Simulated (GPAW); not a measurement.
# How BeTe absorbs and reflects light, part 2 of 2

Wanted: where BeTe starts to absorb, how strongly, and its refractive index. The cell comes from an older database entry, whose edges can differ from later determinations, mostly by under a per cent.

GPAW 26.7.0; DFT, PBE, plane-wave PAW (GPAW data sets), scalar-relativistic, RPA, optical limit.

So far. Step 2 (Ground state): There is a gap, 1.92 eV on this mesh (points off the mesh can give less), so no carriers' term is needed.

The database entry behind the starting cell differs from later determinations by our own check (an axis about 1.5 % short against later determinations), so it need not match the best structure at ambient conditions.

## Step 4: Dielectric function, RPA

Transitions between filled and empty bands, summed over the zone, give the optical response, so mesh, band count and broadening shape it.

The induced potential is part of this response.

This step: DFT, PBE, plane-wave PAW (GPAW data sets), scalar-relativistic, RPA, optical limit (GPAW 26.7.0).

df.py

```python
from gpaw.response.df import DielectricFunction

df = DielectricFunction('full.gpw', frequencies={'type': 'nonlinear', 'domega0': 0.03, 'omega2': 8},
                        ecut=50,
                        eta=0.1,
                        nbands=27,
                        txt='df.txt')
for direction in ['x']:
    df.get_dielectric_function(xc='RPA', direction=direction, filename=f'df_{direction}.csv')
```

Launch:

```
OMP_NUM_THREADS=1 python df.py
```

The log of the run:

```text
Using integrator: PointIntegrator
NonLinearFrequencyDescriptor(from 0.000 to 48.339 eV, 461 points)
Nonperiodic BCs:  [False False False]
Using integrator: PointIntegrator
NonLinearFrequencyDescriptor(from 0.000 to 48.339 eV, 461 points)
Nonperiodic BCs:  [False False False]

Calculating chi0 body with:
    Ground state adapter containing:
    Number of spins: 1
    Number of kpoints: 4096
    Number of irreducible kpoints: 145
    Number of completely occupied states: 4
    Number of partially occupied states: 4

    Linear response parametrization:
    q_c: [0.0, 0.0, 0.0]
    Number of frequency points: 461
    Planewave cutoff: 50.0
    Number of bands: 27
    Number of planewaves: 27
    Broadening (eta): 0.1

Integrating chi0 body.

Symmetries of q_c:
    Direct symmetries (Uq -> q): 24
    Indirect symmetries (TUq -> q): 24
In total 48 allowed symmetries.

145 groups of equivalent kpoints. 96.4599609375% reduction.

Integral kind: spectral function

Calculating chi0 optical extensions with:
    Ground state adapter containing:
    Number of spins: 1
    Number of kpoints: 4096
    Number of irreducible kpoints: 145
    Number of completely occupied states: 4
    Number of partially occupied states: 4

    Linear response parametrization:
    Number of frequency points: 461
    Planewave cutoff: 50.0
    Number of bands: 27
    Number of planewaves: 27
    Broadening (eta): 0.1
Integrating chi0 head and wings.

Symmetries of q_c:
    Direct symmetries (Uq -> q): 24
    Indirect symmetries (TUq -> q): 24
In total 48 allowed symmetries.

145 groups of equivalent kpoints. 96.4599609375% reduction.

Integral kind: spectral function wings
```

It took 6.2 s on 1 thread of Arm Neoverse V2, shared host; peak memory 0.19 GiB.

Read-outs, printed or worked out from the files:

- electronic dielectric constant ε∞, mean over x, y and z (by symmetry where fewer were run): 7.024
- main peak of Im epsilon, first axis: 5.483 eV

Some rows of df_x.csv (energy; Re and Im without local fields; Re and Im with them):

```text
0.000000, 7.907938, 0.000000, 7.024244, -0.000000
0.460735, 7.959937, 0.022808, 7.067393, 0.018921
0.943989, 8.132532, 0.049487, 7.210465, 0.040987
1.451455, 8.468171, 0.084808, 7.488040, 0.070025
1.984998, 9.052595, 0.138957, 7.969387, 0.114147
2.546682, 10.080684, 0.240291, 8.810427, 0.195725
3.138794, 12.139361, 0.518934, 10.474927, 0.416310
3.763875, 16.719566, 4.320965, 14.162185, 3.372999
4.424758, 17.874746, 12.150719, 15.167235, 9.348393
5.124608, 3.164637, 27.755209, 6.123511, 22.809974
5.866977, -5.811285, 12.503580, -4.048050, 11.535243
6.655862, -7.379922, 9.391373, -5.439723, 9.655895
7.495775, -4.364144, 3.937472, -3.686964, 3.833393
8.391833, -3.196580, 3.171708, -2.529034, 3.237092
9.349861, -2.201069, 2.261238, -1.642587, 2.249207
10.376517, -1.956681, 1.507323, -1.645294, 1.643532
11.479449, -1.287333, 1.284029, -0.977634, 1.330675
12.667487, -0.950609, 0.830599, -0.769367, 0.932222
13.950874, -0.615755, 0.674199, -0.441213, 0.730662
```

The Im ε, E ∥ x has structure finer than the step of the table below, so its rows give means over 0.5 eV, whole bins alone (the curve runs from 0 to 15.0 eV). Peaks (eV: height): 5.12: 22.8, 5.47: 23.2.

Values under the direct gap are tails of Lorentzian lines. Im ε, E ∥ x against photon energy; means over each step:

| photon energy (eV) | Im ε, E ∥ x |
| --- | --- |
| 0.5 | 0.0207 |
| 1.0 | 0.0441 |
| 1.5 | 0.0739 |
| 2.0 | 0.117 |
| 2.5 | 0.189 |
| 3.0 | 0.350 |
| 3.5 | 1.34 |
| 4.0 | 5.29 |
| 4.5 | 10.6 |
| 5.0 | 18.9 |
| 5.5 | 18.3 |
| 6.0 | 10.5 |
| 6.5 | 10.1 |
| 7.0 | 6.34 |
| 7.5 | 4.08 |
| 8.0 | 3.99 |
| 8.5 | 3.13 |
| 9.0 | 2.24 |
| 9.5 | 2.18 |
| 10.0 | 1.89 |
| 10.5 | 1.58 |
| 11.0 | 1.24 |
| 11.5 | 1.26 |
| 12.0 | 0.934 |
| 12.5 | 0.945 |
| 13.0 | 0.762 |
| 13.5 | 0.670 |
| 14.0 | 0.687 |
| 14.5 | 0.549 |

The Re ε, E ∥ x by photon energy:

```
photon energy (eV)  Re ε, E ∥ x
               0.0         7.02
               0.5         7.08
               1.0         7.23
               1.5         7.52
               2.0         7.99
               2.5         8.72
               3.0         9.96
               3.5         12.6
               4.0         14.9
               4.5         15.3
               5.0         12.1
               5.5        -1.63
               6.0        -3.48
               6.5        -3.21
               7.0        -4.06
               7.5        -3.66
               8.0        -3.00
               8.5        -2.70
               9.0        -2.34
               9.5        -1.89
              10.0        -1.49
              10.5        -1.54
              11.0        -1.23
              11.5        -1.00
              12.0       -0.930
              12.5       -0.709
              13.0       -0.717
              13.5       -0.490
              14.0       -0.451
              14.5       -0.324
```

The Im ε, E ∥ x has structure finer than the step of the table below, so its rows give means over 0.5 eV, whole bins alone (the curve runs from 0 to 15.0 eV). Peaks (eV: height): without local fields 5.08: 28.5, 5.47: 26.4; with local fields 5.12: 22.8, 5.47: 23.2.

Values under the direct gap are tails of Lorentzian lines. Table of Im ε, E ∥ x by photon energy; means over each step:

```
photon energy (eV)  without local fields  with local fields
               0.5                0.0250             0.0207
               1.0                0.0532             0.0441
               1.5                0.0895             0.0739
               2.0                 0.142              0.117
               2.5                 0.233              0.189
               3.0                 0.435              0.350
               3.5                  1.71               1.34
               4.0                  6.79               5.29
               4.5                  13.8               10.6
               5.0                  24.1               18.9
               5.5                  20.5               18.3
               6.0                  11.6               10.5
               6.5                  10.5               10.1
               7.0                  6.27               6.34
               7.5                  4.16               4.08
               8.0                  3.92               3.99
               8.5                  2.98               3.13
               9.0                  2.15               2.24
               9.5                  2.07               2.18
              10.0                  1.80               1.89
              10.5                  1.44               1.58
              11.0                  1.17               1.24
              11.5                  1.18               1.26
              12.0                 0.856              0.934
              12.5                 0.874              0.945
              13.0                 0.684              0.762
              13.5                 0.656              0.670
              14.0                 0.642              0.687
              14.5                 0.523              0.549
```

Values under the direct gap are tails of Lorentzian lines. The loss function −Im 1/ε at q → 0, E ∥ x by energy loss; read off at these points:

```
energy loss (eV)  loss function −Im 1/ε at q → 0, E ∥ x
             0.0                                      0
             0.5                                 4.1e-4
             1.0                                 8.4e-4
             1.5                                0.00130
             2.0                                0.00181
             2.5                                0.00245
             3.0                                0.00339
             3.5                                0.00647
             4.0                                 0.0207
             4.5                                 0.0304
             5.0                                 0.0365
             5.5                                 0.0430
             6.0                                 0.0910
             6.5                                 0.0858
             7.0                                  0.112
             7.5                                  0.136
             8.0                                  0.156
             8.5                                  0.182
             9.0                                  0.213
             9.5                                  0.259
            10.0                                  0.324
            10.5                                  0.325
            11.0                                  0.405
            11.5                                  0.478
            12.0                                  0.538
            12.5                                  0.665
            13.0                                  0.697
            13.5                                  0.983
            14.0                                   1.00
            14.5                                   1.36
```

The reflectivity at normal incidence, E ∥ x has structure finer than the step of the table below, so its rows give means over 0.5 eV, whole bins alone (the curve runs from 0 to 15.0 eV). Peaks (eV: height): 5.56: 60.0, 6.82: 59.4, 7.32: 58.9, 8.15: 53.4, 8.83: 54.8, 10.74: 49.4, 11.79: 48.9.

Reflectivity at normal incidence, E ∥ x against photon energy; means over each step:

```csv
photon energy (eV),"reflectivity at normal incidence, E ∥ x (%)"
0.5,20.6
1.0,21.0
1.5,21.7
2.0,22.8
2.5,24.5
3.0,27.0
3.5,31.6
4.0,36.2
4.5,40.7
5.0,48.4
5.5,54.6
6.0,50.4
6.5,51.9
7.0,56.1
7.5,54.4
8.0,49.4
8.5,50.6
9.0,51.9
9.5,45.7
10.0,45.2
10.5,47.8
11.0,46.3
11.5,42.2
12.0,45.6
12.5,39.2
13.0,42.8
13.5,37.3
14.0,35.0
14.5,35.0
```

Optical constants at common wavelengths, from n + ik = √ε:

```csv
wavelength (nm),n,k,R (%),1/α
1064,2.70,0.010,21.2,8.7 µm
532,2.90,0.027,23.8,1.6 µm
450,3.04,0.040,25.6,885 nm
405,3.19,0.058,27.3,558 nm
365,3.44,0.105,30.2,276 nm
308,3.93,0.682,36.5,36 nm
248,4.21,2.364,48.6,8.3 nm
```

Below the direct gap, k and the depth come from the tails of the Lorentzian lines, not from transitions.

Rows near the edge hang on the gap, which this functional as a rule makes too small, and phonon-assisted absorption is left out.

## Step 5: Outcome

```
electronic dielectric constant ε∞, mean over x, y and z (by symmetry where fewer were run) (RPA) : 7.02
main peak of Im epsilon, first axis                                                              : 5.48 eV
```

At this level (PBE, RPA) BeTe has ε∞ = 7.02 and n = 2.68 at 1550 nm, and Im ε peaks at 5.5 eV. On the mesh the gap is 1.86 eV and the least direct gap 3.58 eV, so on this mesh the band edges lie at different points. Local fields change the static value along x from 7.91 to 7.02 (-11 %). Distinct maxima of Im ε, read by a parabola through the highest points, lie at 5.11 eV (23), 5.48 eV (23) and 6.53 eV (11). Excitons and phonon-assisted transitions are missing; PBE gaps are as a rule too small, which pulls the onset down and ε∞ up. Spin-orbit coupling is left out although heavy atoms are present. The sum runs over mesh points, so small or evenly spaced maxima can still be ripples of the mesh.

[Machine, clock and banner lines and Python warnings are left out of the logs.]

[Logs are printed without paths, hosts, clocks, repeated set-up lines and the standing remarks that a program may print on its own settings, such as how far it seeks lower states.]

[Hosts, paths, dates, database ids (printed as entryN), source tags and the programs' standing remarks are cut or masked in the printed files.]
